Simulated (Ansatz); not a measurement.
**Is this Si5C stable against decomposition?**

All numbers below come from Ansatz 0.2.0, DFT PBE, scalar-relativistic, plane waves, PAW. Settings: cutoff 420 eV, Γ-centred meshes spaced at most about 0.3 Å⁻¹, and about 0.25 Å⁻¹ or finer for metals (2π included), Gaussian smearing. No spin polarisation.

The zero of energy is the elements' standard structures at the same level; no fitted shifts are applied.

These are static total energies at zero pressure. Weakly bound directions are ill-defined at this level, which has no dispersion term (Si5C P-6m2). The reference form of C is held partly by dispersion forces, which this level lacks.

The competitors are the elements and 2 reference phases of this chemical system (from databases or known types: Si7C, SiC), relaxed at the same level; other known phases may be missing.

The candidate was reached from: Si/C ordered on a cell of C.

```
CELL_PARAMETERS angstrom
3.14731 0.00000 0.00000
-1.57366 2.72565 0.00000
0.00000 0.00000 14.26121
ATOMIC_POSITIONS crystal
Si 0.33333 0.66667 0.58202
Si 0.33333 0.66667 0.00000
Si 0.33333 0.66667 0.41798
Si 0.66667 0.33333 0.69140
Si 0.66667 0.33333 0.30860
C 0.66667 0.33333 0.00000
```

Problem. Into what would it decompose?

Solution. Its formation energy is 0.570 eV/atom. The lowest competing mixture at this composition is this:

```
phase       space group             source  share of atoms  ΔE_f (eV/atom)
   Si                 -            element          0.6667         -0.0007
  SiC  P6_3mc (No. 186)  Materials Project          0.3333          -0.204
```

The lowest database cell of Si (-0.0007) lies slightly below the reference, hence the non-zero entry.

The mixture lies at -0.068 eV/atom, and the candidate lies 0.64 eV/atom above it. The candidate matches no cell in the subsets of the Crystallography Open Database and the Materials Project at hand. A phase this far over the hull is unlikely to be made. It holds Si–Si nets (shortest 2.34 Å).
